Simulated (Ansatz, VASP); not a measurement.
## One calculation of V, two programs

INCAR

```
SYSTEM = V
ALGO     = Normal         ! electronic algorithm
EDIFF    = 1E-6           ! SCF threshold, eV
EDIFFG   = -0.04          ! ionic threshold
ENCUT    = 600            ! plane-wave cutoff, eV
GGA      = PE             ! functional
IBRION   = 2              ! ionic algorithm
ISIF     = 3              ! what is computed and relaxed
ISMEAR   = 0              ! smearing method
LASPH    = .TRUE.         ! aspherical terms in the spheres
LCHARG   = .FALSE.        ! write CHGCAR
LREAL    = .FALSE.        ! projectors in reciprocal space
LWAVE    = .FALSE.        ! write WAVECAR
NELM     = 80             ! most SCF steps
NSW      = 90             ! ionic steps
PREC     = Accurate       ! precision mode
SIGMA    = 0.1            ! smearing width, eV
```

The input KPOINTS:

```
k-points
0
G
  6 6 6
  0 0 0
```

Contents of POSCAR:

```
V
1.0
    2.5056166549      0.0000000000      0.0000000000
    0.0000000000      2.5056166549      0.0000000000
    0.0000000000      0.0000000000      2.5672440837
V
1
Direct
    0.0000000000      0.0000000000      0.0000000000
```

Input for Ansatz:

```yaml
crystal:
  lattice:
    - [2.5056166549, 0.0, 0.0]
    - [0.0, 2.5056166549, 0.0]
    - [0.0, 0.0, 2.5672440837]
  atoms:
    - { symbol: V, position: [0.0, 0.0, 0.0] }
basis:
  ecutwfc: 420
kpoints:
  mp_grid: { grid: [6, 6, 6] }
hamiltonian:
  xc: pbe
scf:
  occupations: { method: gaussian, width: 0.1 }
  lower_state_search: "off"
output:
  forces: true
  stress: true
  eigenvalues: true
relax:
  adjacent_minimum: "off"
  f_tol: 0.04
  max_steps: 70
  cell: { stress_tol: 0.4 }
```

Alike in both runs: task relaxation of cell and atoms; functional PBE; k mesh 6 × 6 × 6; occupations gaussian, width 0.1 eV; no spin polarisation.

|  | VASP | Ansatz |
| --- | --- | --- |
| version | VASP 6.6.1 | Ansatz 0.2.0 |
| potentials or method | VASP PAW PBE potentials, release 64 (V_sv) | scalar-relativistic, plane waves, PAW |
| plane-wave cutoff (eV) | 600 | 420 |
| valence electrons in the cell | 13 | 13 |

VASP gave:

```
gap on the k mesh at the Fermi level, each at its own relaxed structure (eV) : none
relaxed volume (Å³/atom)                                                     : 14.84
relaxed cell length with the largest relative difference (Å)                 : 2.457
energy change over the relaxation (meV/atom)                                 : -44
```

**Question.** What did Ansatz give for the same quantities?

**Answer.** gap on the k mesh at the Fermi level, each at its own relaxed structure (eV): none; relaxed volume (Å³/atom): 14.84; relaxed cell length with the largest relative difference (Å): 2.458; energy change over the relaxation (meV/atom): -45.

A gap of «none» marks a metal or a gap that the smearing closes.

Caveats: the k mesh is coarse (spacing up to 0.42 Å⁻¹), so the values aren't converged.
